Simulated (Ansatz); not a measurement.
Crystal: PbSe.

```xyz
2
Lattice="3.7843 0.0000 0.0000 0.0000 3.7843 0.0000 0.0000 0.0000 3.7843" Properties=species:S:1:pos:R:3 pbc="T T T"
Pb    0.0000    0.0000    0.0000
Se    1.8922    1.8922    1.8922
```

Measurements of this composition are mostly on another form, of space group No. 225.

Below is the output of Ansatz 0.2.0 for this cell. Logs are shortened: lines on timing, memory, paths and dates and some standing lists are left out, and cuts for length are marked.

```text
Warning: RAYON_NUM_THREADS=2 ignored (pool sized by the plan → 2); use --threads N
Engine: ansatz 0.2.0, x86_64-unknown-linux-gnu
Pseudopotentials: kind: paw
Pseudopotential: Pb, paw, valence charge 14, recommended cutoff 420 eV (normal), Pb.paw.azcp
Pseudopotential: Se, paw, valence charge 16, recommended cutoff 420 eV (normal), Se.paw.azcp
Functional definition: PBEsol
  exchange = pbesol_x
  correlation = pbesol_c
Crystal: 2 atoms, lattice volume = 54.196 Å³
Basis set: ecut = 420 eV, 1021 PW (Γ), exchange–correlation on 54×54×54 points (8 copies of the dense FFT grid, shifted against one another)
Bands: 19, of which v1, the nominal top of the filled ones, is band 15 counted from 1 (14 counted from 0)
Symmetry: 48 space group operations
Space group: Pm-3m (ITA 221), of the structure as read, at distance tolerance 3.8e-5 Å
k-points: 10 of 125
Non-local potential: Pb, projectors of the file, l = 0: 2, l = 1: 2, l = 2: 2, l = 3: 2
Non-local potential: Se, projectors of the file, l = 0: 2, l = 1: 2, l = 2: 3, l = 3: 1
PAW form: soft (Blöchl's): semilocal exchange-correlation on the pseudo side does not see the compensation charge
PAW frozen core: Pb, regenerated for the run's functional, and the local potential with it (the file was generated under x = pbe(κ = 0.804, μ = 0.2195149727645171), c = pbe(β = 0.06672455060314922))
PAW frozen core: Se, regenerated for the run's functional, and the local potential with it (the file was generated under x = pbe(κ = 0.804, μ = 0.2195149727645171), c = pbe(β = 0.06672455060314922))
PAW one-centre angular grid: Pb, 590 points (default); XC on 64 Gauss nodes
PAW one-centre angular grid: Se, 590 points (default); XC on 64 Gauss nodes
[... 85 lines left out ...]
  E_smearing   = -0.010497  (= −TS)
  E_closure    = 0.000000  (closes the sum)
  Σ components = -17179.750699   (vs F -17179.750699, Δ=0.00e0)
--- Forces (eV/Å), atoms counted from 1 ---
  atom   1  Pb    -0.00000000    -0.00000000     0.00000000
  atom   2  Se     0.00000000     0.00000000     0.00000000
  max |Σ_I F_I| component: 3.62e-30 eV/Å
--- Stress (GPa, compression-positive) ---
       -2.872804       0.000000       0.000000
        0.000000      -2.872804       0.000000
        0.000000       0.000000      -2.872804
  P = ⅓ Tr σ = -2.8728 GPa (-28.728 kbar)
--- Band table (eV; the first three rows and the last of 10) ---
  k-point 0: bands = ["-37.4195", "-37.4195", "-37.4195", "-37.4190", "-37.4190", "-7.5083", "-7.5083", "-7.3576", "-7.3576", "-7.3576", "-3.8184", "2.2971", "7.9026", "7.9026", "7.9026", "14.4324", "14.4324", "15.4159", "15.4159"]
  k-point 1: bands = ["-37.4195", "-37.4195", "-37.4195", "-37.4190", "-37.4188", "-7.5060", "-7.4679", "-7.3725", "-7.3725", "-7.3563", "-3.5321", "1.7326", "7.7990", "8.2381", "8.2381", "12.9906", "14.5326", "14.5326", "14.7406"]
  k-point 2: bands = ["-37.4196", "-37.4196", "-37.4195", "-37.4190", "-37.4185", "-7.5022", "-7.4030", "-7.3964", "-7.3964", "-7.3541", "-2.8997", "0.6240", "8.4717", "8.9738", "8.9738", "10.3291", "13.0287", "13.0287", "15.5576"]
  k-point 9: bands = ["-37.4197", "-37.4197", "-37.4197", "-37.4182", "-37.4182", "-7.4478", "-7.4397", "-7.4397", "-7.3337", "-7.3337", "-1.9594", "2.4893", "6.5490", "6.7973", "6.7973", "9.5290", "9.5290", "10.8171", "20.8594"]
--- Elastic constants: 2 strain directions × 2 members + reference (group order 48) ---
  dense FFT box of the reference and of every strained cell: 27×27×27
  strains applied: 11, 23; error gains: componentwise 1.00 (the most a stress slope's error grows in a printed constant), spectral 1.73 (1 for all six strains in a standard setting)
  C = ∂σ_k/∂η_j (tension-positive GPa; Voigt order 11 22 33 23 13 12):
        65.201     32.652     32.652     -0.000     -0.000     -0.000
        32.652     65.201     32.652     -0.000     -0.000     -0.000
        32.652     32.652     65.201     -0.000     -0.000     -0.000
         0.000      0.000     -0.000     -1.558      0.000     -0.000
         0.000      0.000     -0.000     -0.000     -1.558      0.000
         0.000     -0.000      0.000     -0.000     -0.000     -1.558
  reference stress σ⁰ (GPa):      2.873      2.873      2.873     -0.000     -0.000     -0.000
  C* (energy form; C + prestress term) asymmetry max|C*_kj − C*_jk| = 7.105e-15 GPa — a small one proves nothing (zero by symmetry where the batch's group is 432, −43m or m−3m); a large one is finite-difference/SCF noise where every solve meets its electron count
  moduli (Voigt/Reuss/Hill, GPa): K = 43.50/43.50/43.50   G = 5.57/-2.77/1.40   E = 4.16   ν = 0.484
  mechanically stable: NO (min eigenvalue of sym C = -1.56 GPa)
  strain η (Voigt 11):  stress-route row diagonal C_11 = 65.20 GPa, energy-path curvature d²(F+E_count+ΔE)/dδ²/Ω₀ = 65.46 GPa
         δ    σ_11 (GPa)             F (eV)   n_scf  n_hpsi   n_pw
    -2.000e-3       2.7447      -17179.7526050       8    6643   1067   relax 0 steps, max|allowed force component| 3.16e-30 eV/Å
     2.000e-3       3.0055      -17179.7487160       7    5707   1071   relax 0 steps, max|allowed force component| 7.89e-31 eV/Å
  strain η (Voigt 23):  stress-route row diagonal C_44 = -1.56 GPa, energy-path curvature d²(F+E_count+ΔE)/dδ²/Ω₀ = -2.90 GPa
         δ    σ_23 (GPa)             F (eV)   n_scf  n_hpsi   n_pw
    -2.000e-3       0.0031      -17179.7507058       7    9390   1069   relax 0 steps, max|allowed force component| 6.31e-30 eV/Å
     2.000e-3      -0.0031      -17179.7507058       6    8121   1069   relax 0 steps, max|allowed force component| 3.35e-30 eV/Å
```

Problem. What input gives this log?

Solution. Elastic constants with PBEsol, no spin polarisation. The files as run (others can give the same):

input.yaml
```yaml
crystal:
  lattice:
    - [3.784322, 0.0, 0.0]
    - [0.0, 3.784322, 0.0]
    - [0.0, 0.0, 3.784322]
  atoms:
    - { symbol: Pb, position: [0.0, 0.0, 0.0] }
    - { symbol: Se, position: [0.5, 0.5, 0.5] }
hamiltonian:
  xc: pbesol
  pseudopotentials: { kind: paw }
kpoints:
  mp_grid: { grid: [5, 5, 5] }
scf:
  occupations: { method: fermi_dirac, width: 0.05 }
output:
  forces: true
  stress: true
elastic:
  mode: relaxed_ion
  stencil: two_point
```

Potentials or basis: Ansatz PAW.
Launch:
```console
$ ansatz run input.yaml --threads 2 --pin off --max-ram 5632MiB --backend cpu --events-out ev --progress --plain --runs-dir out
```

Caveat: the elastic tensor has a negative eigenvalue, so either the cell is unstable as it stands or the mesh is too thin; the PAW data sets come from PBE, with cores solved anew for the run's functional, which leaves a small shift of forces and pressure.
